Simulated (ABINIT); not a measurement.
BeTe:

```
CELL_PARAMETERS angstrom
0.00000 2.77000 2.77000
2.77000 0.00000 2.77000
2.77000 2.77000 0.00000
ATOMIC_POSITIONS crystal
Te 0.75000 0.75000 0.75000
Be 0.00000 0.00000 0.00000
```

Base run:

- Program: ABINIT 10.8.3 (patched build)
- Functional: PBE0
- Potentials or basis: SG15 NC PBE v1.2
- Cutoff: 707 eV
- k mesh: 6 × 6 × 6
- Occupations: fermi-dirac, width 0.05 eV
- Spin: no spin polarisation

Its results: band gap on the k mesh 5.52 eV, indirect (least direct gap 7.64 eV).

Question: The run is repeated on the same cell with these changes: share of exact exchange from 0.5 to 0.15. What comes out?

Answer: Band gap on the k mesh 2.92 eV, indirect (least direct gap 4.77 eV).

Caveats: exact exchange is summed on a coarse mesh, which widens gaps by tenths of an eV; spin-orbit coupling is left out, which moves the levels of the heavy elements.

A k mesh can miss the band edges.
